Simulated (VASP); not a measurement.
# PtS2 (C2/m) in VASP: notebook

The runs below take PtS2 through single point, with LDA+U.

All numbers are computed with VASP 6.6.1; they aren't measurements. Logs are shortened: lines on timing, memory, paths and dates and some standing lists are left out, and cuts for length are marked.

**1. Starting point**

It takes space group C2/m (No. 12, monoclinic). The conventional cell has a = 6.233 Å, b = 3.821 Å, c = 4.395 Å, α = 90.00°, β = 90.04°, γ = 90.00°. Pt (site symmetry 2/m) is surrounded by 6 S at 2.32 to 2.58 Å. Around S (site symmetry m) lie 3 Pt at 2.32 to 2.58 Å.

The cell was built by a generator and isn't the measured one.

**2. Single point, LDA+U, collinear spin, random start**

Input file INCAR:

```
SYSTEM = PtS2
PREC = Accurate
ENCUT = 520
EDIFF = 1E-6
ISMEAR = 0
SIGMA = 0.05
LREAL = .FALSE.
LASPH = .TRUE.
NELM = 100
ALGO = Normal
ISIF = 2
LWAVE = .FALSE.
LCHARG = .TRUE.
ISPIN = 2
MAGMOM = -0.47 0 0
LORBIT = 11
LMAXMIX = 4
LDAU = .TRUE.
LDAUTYPE = 2
LDAUL = 2 -1
LDAUU = 3 0
LDAUJ = 0 0
LDAUPRINT = 1
GGA = CA
LELF = .TRUE.
LVHAR = .TRUE.
NBANDS = 22
```

Input file KPOINTS:

```
Automatic mesh
0
G
  6 6 4
  0 0 0
```

Input file POSCAR:

```
PtS2
1.0
    3.1165126000     -1.9104842100      0.0000000000
    3.1165126000      1.9104842100      0.0000000000
   -0.0030682400      0.0000000000      4.3949362900
Pt S
1 2
Direct
    0.0000000000      0.0000000000      0.0000000000
    0.6879000000      0.6879000000      0.2889000000
    0.3121000000      0.3121000000      0.7111000000
```

Potentials or basis: VASP PAW LDA potentials, release 64 (Pt, S).

Run with:

```console
> cat potpaw_LDA.64/Pt/POTCAR potpaw_LDA.64/S/POTCAR > POTCAR
> mpirun -np 1 vasp_std > vasp.out
```

OUTCAR:

```text
SYSTEM = PtS2
   PREC = Accurate
   ENCUT = 520
   EDIFF = 1E-6
   ISMEAR = 0
   LREAL = .FALSE.
   LASPH = .TRUE.
   NELM = 100
   ISIF = 2
   ISPIN = 2
   LORBIT = 11
   GGA = CA

 ion  position               nearest neighbor table
   1  0.000  0.000  0.000-   2 2.32   3 2.32   2 2.58   2 2.58   3 2.58   3 2.58
   2  0.688  0.688  0.289-   1 2.32   1 2.58   1 2.58   3 2.77   3 2.77
   3  0.312  0.312  0.711-   1 2.32   1 2.58   1 2.58   2 2.77   2 2.77

  LATTYP: Found a base centered monoclinic cell.
 ALAT       =     6.2330252000
 B/A-ratio  =     0.6130198896
 C/A-ratio  =     0.7051050204
 COS(beta)  =    -0.0006981305

  Lattice vectors:

 A1 = (   3.1165126000,  -1.9104842100,   0.0000000000)
 A2 = (   3.1165126000,   1.9104842100,   0.0000000000)
 A3 = (  -0.0030682400,   0.0000000000,   4.3949362900)

Analysis of symmetry for initial positions (statically):
=====================================================================
 Subroutine PRICEL returns:
 Original cell was already a primitive cell.

 Routine SETGRP: Setting up the symmetry group for a
 base centered monoclinic supercell.

 Subroutine GETGRP returns: Found  4 space group operations
 (whereof  4 operations were pure point group operations)
 out of a pool of  4 trial point group operations.

The static configuration has the point symmetry C_2h.

Analysis of symmetry for dynamics (positions and initial velocities):
=====================================================================
 Subroutine PRICEL returns:
 Original cell was already a primitive cell.

 Routine SETGRP: Setting up the symmetry group for a
 base centered monoclinic supercell.

 Subroutine GETGRP returns: Found  4 space group operations
 (whereof  4 operations were pure point group operations)
 out of a pool of  4 trial point group operations.

The dynamic configuration has the point symmetry C_2h.

Analysis of structural, dynamic, and magnetic symmetry:
[... 190 lines left out ...]
  o =  0.7217  v = -0.6118 -0.7910  0.0000  0.0000  0.0000  0.0000  0.0000  0.0000  0.0000  0.0000      0.0000  0.0000  0.0000  0.0000  0.0000  0.0000  0.0000  0.0000  0.0000  0.0000
  o =  0.7217  v =  0.0000  0.0000  0.0000  0.0000  0.0000 -0.6118 -0.7910  0.0000  0.0000  0.0000      0.0000  0.0000  0.0000  0.0000  0.0000  0.0000  0.0000  0.0000  0.0000  0.0000
  o =  0.9096  v =  0.0000  0.0000  0.0000  0.0000  0.0000  0.0000  0.0000 -0.7649  0.3533  0.5386      0.0000  0.0000  0.0000  0.0000  0.0000  0.0000  0.0000  0.0000  0.0000  0.0000
  o =  0.9096  v =  0.0000  0.0000 -0.7652  0.3531  0.5383  0.0000  0.0000  0.0000  0.0000  0.0000      0.0000  0.0000  0.0000  0.0000  0.0000  0.0000  0.0000  0.0000  0.0000  0.0000
  o =  0.9114  v =  0.0000  0.0000  0.0000  0.0000  0.0000 -0.7910  0.6118  0.0000  0.0000  0.0000      0.0000  0.0000  0.0000  0.0000  0.0000  0.0000  0.0000  0.0000  0.0000  0.0000
  o =  0.9114  v = -0.7910  0.6118  0.0000  0.0000  0.0000  0.0000  0.0000  0.0000  0.0000  0.0000      0.0000  0.0000  0.0000  0.0000  0.0000  0.0000  0.0000  0.0000  0.0000  0.0000
  o =  0.9144  v =  0.0000  0.0000  0.0000  0.0000  0.0000  0.0000  0.0000 -0.6426 -0.4765 -0.6000      0.0000  0.0000  0.0000  0.0000  0.0000  0.0000  0.0000  0.0000  0.0000  0.0000
  o =  0.9144  v =  0.0000  0.0000 -0.6422 -0.4767 -0.6003  0.0000  0.0000  0.0000  0.0000  0.0000      0.0000  0.0000  0.0000  0.0000  0.0000  0.0000  0.0000  0.0000  0.0000  0.0000

 number of electron      21.9999995 magnetization      -0.0001809

 Free energy of the ion-electron system (eV)
  ---------------------------------------------------
  ext. energy  EPLUGINS =         0.00000000
  ---------------------------------------------------
  free energy    TOTEN  =       -15.53001437 eV

  energy without entropy =      -15.52756213  energy(sigma->0) =      -15.52878825

 E-fermi :   7.0438     XC(G=0): -11.3529

 val. band max:        7.0398370251   @ k =   0.3333   0.3333   0.5000
 cond. band min:       7.0678115056   @ k =   0.0000   0.0000   0.0000
 fundamental gap:      0.0279744804
 Fermi energy:         7.0438372522

 spin component 1

 k-point     1 :       0.0000    0.0000    0.0000
  band No.  band energies     occupation
      1      -8.1631      1.00000
      2      -4.3610      1.00000
      3       0.0333      1.00000
      4       0.8742      1.00000
      5       0.9474      1.00000
      6       3.2031      1.00000
[... 1193 lines left out ...]
     21      19.9377      0.00000
     22      21.0997      0.00000

 [... further k-points ...]

------------------------ aborting loop because EDIFF is reached ----------------------------------------

  FORCE on cell =-STRESS in cart. coord.  units (eV):
  Direction    XX          YY          ZZ          XY          YZ          ZX
  --------------------------------------------------------------------------------------
  -------------------------------------------------------------------------------------
  Total       -3.2540850     -7.0911045     -2.9934533      0.0000000      0.0000000     -1.9300627
  in kB      -99.6195456   -217.0848656    -91.6406477      0.0000000      0.0000000    -59.0863380
  external PRESSURE =    -136.1150196 kB  Pullay stress =       0.0000000 kB

 VOLUME and BASIS-vectors are now :
 -----------------------------------------------------------------------------
  energy-cutoff  :      520.00
  volume of cell :       52.34
      direct lattice vectors                 reciprocal lattice vectors
     3.116512600 -1.910484210  0.000000000     0.160435738 -0.261713757  0.000112005
     3.116512600  1.910484210  0.000000000     0.160435738  0.261713757  0.000112005
    -0.003068240  0.000000000  4.394936290     0.000000000  0.000000000  0.227534584

 POSITION                                       TOTAL-FORCE (eV/Angst)
 -----------------------------------------------------------------------------------
      0.00000      0.00000      0.00000         0.000000      0.000000      0.000000
      4.28681      0.00000      1.26970        -0.782885      0.000000     -1.238023
      1.94315      0.00000      3.12524         0.782885      0.000000      1.238023
 -----------------------------------------------------------------------------------
    total drift:                               -0.000000      0.000000      0.000000

  FREE ENERGIE OF THE ION-ELECTRON SYSTEM (eV)
  ---------------------------------------------------
  free  energy   TOTEN  =       -15.5300143715 eV

  energy  without entropy=      -15.5275621310  energy(sigma->0) =      -15.52878825

 total charge

# of ion       s       p       d       tot
------------------------------------------
    1        0.635   0.601   8.207   9.443
    2        1.379   2.171   0.000   3.550
    3        1.379   2.171   0.000   3.550
--------------------------------------------------
tot          3.392   4.943   8.207  16.542

 magnetization (x)

# of ion       s       p       d       tot
------------------------------------------
    1        0.000  -0.000  -0.000  -0.000
    2       -0.000  -0.000   0.000  -0.000
    3       -0.000  -0.000   0.000  -0.000
--------------------------------------------------
tot         -0.000  -0.000  -0.000  -0.000
```

Wall time 78 s (1 thread of Intel Xeon Platinum 8259CL at 2.50GHz (Skylake/Cascade Lake), shared host); peak memory 0.21 GiB.

What came out:

| Property | Result |
| --- | --- |
| Free energy | -15.5300 eV |
| Pressure | -13.6 GPa |
| Largest force | 1.465 eV/Å |
| Band gap on the k mesh | none (metal or under the smearing width) |
| Net moment | 0.00 μB per cell |
| Valence electrons inside the program's atomic spheres | Pt 9.44; S 3.55 |

Forces on the atoms (eV/Å):
```
Pt   0.000  0.000  0.000
S   -0.783  0.000 -1.238
S    0.783  0.000  1.238
```

Levels at points of the mesh, in eV from the Fermi level:
Spin up:
```
           k point  band 9  band 10  band 11  band 12  band 13  band 14
(0.00, 0.00, 0.00)   -1.35    -0.54     0.02     0.52     1.11     3.87
(0.50, 0.00, 0.00)   -3.17    -2.66    -2.66     0.41     2.72     6.23
(0.50, 0.50, 0.00)   -3.46    -2.56    -2.50     1.26     2.32     5.43
(0.00, 0.00, 0.50)   -2.40    -1.81    -1.65     2.27     2.48     5.95
(0.50, 0.00, 0.50)   -3.01    -2.07    -0.29     0.39     1.96     4.98
(0.50, 0.50, 0.50)   -2.80    -2.24    -1.54    -0.15     1.52     6.07
```
Spin down:
| k point | band 8 | band 9 | band 10 | band 11 | band 12 | band 13 | band 14 | band 15 |
| --- | --- | --- | --- | --- | --- | --- | --- | --- |
| (0.00, 0.00, 0.00) | -2.29 | -1.35 | -0.54 | 0.02 | 0.52 | 1.11 | 3.87 | 4.80 |
| (0.50, 0.00, 0.00) | -3.40 | -3.17 | -2.66 | -2.66 | 0.41 | 2.72 | 6.23 | 7.33 |
| (0.50, 0.50, 0.00) | -3.62 | -3.46 | -2.56 | -2.50 | 1.26 | 2.32 | 5.43 | 6.39 |
| (0.00, 0.00, 0.50) | -2.71 | -2.40 | -1.81 | -1.65 | 2.27 | 2.48 | 5.95 | 6.98 |
| (0.50, 0.00, 0.50) | -3.10 | -3.01 | -2.07 | -0.29 | 0.39 | 1.96 | 4.98 | 5.38 |
| (0.50, 0.50, 0.50) | -3.45 | -2.80 | -2.24 | -1.54 | -0.15 | 1.52 | 6.07 | 6.24 |

Eigenvalues of the final occupation matrices:
| site | spin | trace | eigenvalues |
| --- | --- | --- | --- |
| site 1 d | 1 | 4.13 | 0.67 0.72 0.91 0.91 0.91 |
| site 1 d | 2 | 4.13 | 0.67 0.72 0.91 0.91 0.91 |

Caveat: forces of over 1 eV/Å show positions far from the minimum, so gaps and moduli don't describe the material at rest. Spin-orbit coupling is left out, which matters for the levels of Pt.

**3. Single point, LDA+U, collinear spin, ferromagnetic start**

Input file INCAR:

```
PREC = Accurate
ENCUT = 520
EDIFF = 1E-6
ISMEAR = 0
SIGMA = 0.05
LREAL = False
LASPH = True
NELM = 100
ALGO = Normal
ISIF = 2
LWAVE = False
LCHARG = False
ISPIN = 2
MAGMOM = 0.5 0 0
LORBIT = 11
NUPDOWN = 2
LMAXMIX = 4
LDAU = True
LDAUTYPE = 2
LDAUL = 2 -1
LDAUU = 3 0
LDAUJ = 0 0
LDAUPRINT = 1
GGA = CA
NBANDS = 22
```

Input file KPOINTS:

```
Automatic mesh
0
Gamma
  6 6 4
```

POSCAR is that of step 2.

Potentials or basis: VASP PAW LDA potentials, release 64 (Pt, S).

Run with:

```console
> cat potpaw_LDA.64/Pt/POTCAR potpaw_LDA.64/S/POTCAR > POTCAR
> mpirun -np 1 vasp_std > vasp.out
```

OUTCAR:

```text
PREC = Accurate
   ENCUT = 520
   EDIFF = 1E-6
   ISMEAR = 0
   LREAL = False
   LASPH = True
   NELM = 100
   ISIF = 2
   ISPIN = 2
   LORBIT = 11
   NUPDOWN = 2
   GGA = CA

 ion  position               nearest neighbor table
   1  0.000  0.000  0.000-   2 2.32   3 2.32   2 2.58   2 2.58   3 2.58   3 2.58
   2  0.688  0.688  0.289-   1 2.32   1 2.58   1 2.58   3 2.77   3 2.77
   3  0.312  0.312  0.711-   1 2.32   1 2.58   1 2.58   2 2.77   2 2.77

  LATTYP: Found a base centered monoclinic cell.
 ALAT       =     6.2330252000
 B/A-ratio  =     0.6130198896
 C/A-ratio  =     0.7051050204
 COS(beta)  =    -0.0006981305

  Lattice vectors:

 A1 = (   3.1165126000,  -1.9104842100,   0.0000000000)
 A2 = (   3.1165126000,   1.9104842100,   0.0000000000)
 A3 = (  -0.0030682400,   0.0000000000,   4.3949362900)

Analysis of symmetry for initial positions (statically):
=====================================================================
 Subroutine PRICEL returns:
 Original cell was already a primitive cell.

 Routine SETGRP: Setting up the symmetry group for a
 base centered monoclinic supercell.

 Subroutine GETGRP returns: Found  4 space group operations
 (whereof  4 operations were pure point group operations)
 out of a pool of  4 trial point group operations.

The static configuration has the point symmetry C_2h.

Analysis of symmetry for dynamics (positions and initial velocities):
=====================================================================
 Subroutine PRICEL returns:
 Original cell was already a primitive cell.

 Routine SETGRP: Setting up the symmetry group for a
[... 205 lines left out ...]
  o =  0.9219  v =  0.0000  0.0000  0.9565 -0.1478 -0.2517  0.0000  0.0000  0.0000  0.0000  0.0000      0.0000  0.0000  0.0000  0.0000  0.0000  0.0000  0.0000  0.0000  0.0000  0.0000
  o =  0.9237  v = -0.7907  0.6122  0.0000  0.0000  0.0000  0.0000  0.0000  0.0000  0.0000  0.0000      0.0000  0.0000  0.0000  0.0000  0.0000  0.0000  0.0000  0.0000  0.0000  0.0000

 number of electron      21.9999995 magnetization       2.0000613

 Free energy of the ion-electron system (eV)
  ---------------------------------------------------
  ext. energy  EPLUGINS =         0.00000000
  ---------------------------------------------------
  free energy    TOTEN  =       -14.12721157 eV

  energy without entropy =      -14.12419075  energy(sigma->0) =      -14.12570116

 E-fermi :   5.7260     XC(G=0): -11.3469

 val. band max:        8.1059272864   @ k =  -0.1667  -0.3333   0.2500
 cond. band min:       5.7455037632   @ k =  -0.1667   0.3333   0.2500
 fundamental gap:     -2.3604235232
 Fermi energy:         8.1210712561

 spin component 1

 k-point     1 :       0.0000    0.0000    0.0000
  band No.  band energies     occupation
      1      -8.4120      1.00000
      2      -4.6390      1.00000
      3      -0.1681      1.00000
      4       0.4936      1.00000
      5       0.6057      1.00000
      6       2.9819      1.00000
[... 1193 lines left out ...]
     21      20.1845      0.00000
     22      21.3555      0.00000

 [... further k-points ...]

------------------------ aborting loop because EDIFF is reached ----------------------------------------

  FORCE on cell =-STRESS in cart. coord.  units (eV):
  Direction    XX          YY          ZZ          XY          YZ          ZX
  --------------------------------------------------------------------------------------
  -------------------------------------------------------------------------------------
  Total       -2.5150736     -3.4966223     -0.9237771      0.0000000      0.0000000     -0.7589827
  in kB      -76.9956805   -107.0445061    -28.2802247      0.0000000      0.0000000    -23.2352593
  external PRESSURE =     -70.7734704 kB  Pullay stress =       0.0000000 kB

 VOLUME and BASIS-vectors are now :
 -----------------------------------------------------------------------------
  energy-cutoff  :      520.00
  volume of cell :       52.34
      direct lattice vectors                 reciprocal lattice vectors
     3.116512600 -1.910484210  0.000000000     0.160435738 -0.261713757  0.000112005
     3.116512600  1.910484210  0.000000000     0.160435738  0.261713757  0.000112005
    -0.003068240  0.000000000  4.394936290     0.000000000  0.000000000  0.227534584

 POSITION                                       TOTAL-FORCE (eV/Angst)
 -----------------------------------------------------------------------------------
      0.00000      0.00000      0.00000        -0.000000      0.000000      0.000000
      4.28681      0.00000      1.26970        -0.339713      0.000000     -0.593393
      1.94315      0.00000      3.12524         0.339713      0.000000      0.593393
 -----------------------------------------------------------------------------------
    total drift:                               -0.000000     -0.000000      0.000000

  FREE ENERGIE OF THE ION-ELECTRON SYSTEM (eV)
  ---------------------------------------------------
  free  energy   TOTEN  =       -14.1272115684 eV

  energy  without entropy=      -14.1241907534  energy(sigma->0) =      -14.12570116

 total charge

# of ion       s       p       d       tot
------------------------------------------
    1        0.635   0.557   8.269   9.461
    2        1.380   2.169   0.000   3.550
    3        1.380   2.169   0.000   3.550
--------------------------------------------------
tot          3.396   4.896   8.269  16.560

 magnetization (x)

# of ion       s       p       d       tot
------------------------------------------
    1        0.016   0.068   0.630   0.715
    2        0.036   0.381   0.000   0.417
    3        0.036   0.381   0.000   0.417
--------------------------------------------------
tot          0.088   0.831   0.630   1.549
```

stdout:

```text
POSCAR found type information on POSCAR PtS
 POSCAR found :  2 types and       3 ions
 scaLAPACK will be used
 LDA part: xc-table for (Slater(with rela. corr.)+CA(PZ))
 , standard interpolation
 POSCAR, INCAR and KPOINTS ok, starting setup
 FFT: planning ... GRIDC
 FFT: planning ... GRID_SOFT
 FFT: planning ... GRID
 WAVECAR not read
 entering main loop
```

Run time: 88 s. Hardware: 1 thread of Intel Xeon Platinum 8259CL at 2.50GHz (Skylake/Cascade Lake), shared host; peak memory 0.21 GiB.

Results:

- Free energy: -14.1272 eV
- Pressure: -7.1 GPa
- Largest force: 0.684 eV/Å
- Net moment: 2.00 μB per cell
- Site moments: Pt +0.71; S +0.42 μB
- Valence electrons inside the program's atomic spheres: Pt 9.46; S 3.55

Forces in eV/Å, atoms in the order of the input:
```
Pt   0.000  0.000  0.000
S   -0.340  0.000 -0.593
S    0.340  0.000  0.593
```

Eigenvalues of the final occupation matrices:
| site | spin | trace | eigenvalues |
| --- | --- | --- | --- |
| site 1 d | 1 | 4.48 | 0.80 0.91 0.92 0.92 0.92 |
| site 1 d | 2 | 3.85 | 0.61 0.64 0.85 0.86 0.89 |

Caveat: the moment is held away from its start; the total moment is fixed, so each spin has its own Fermi level. The state reached can hang on the start; a lower one may exist.

(Part 1 of 2 ends here.)
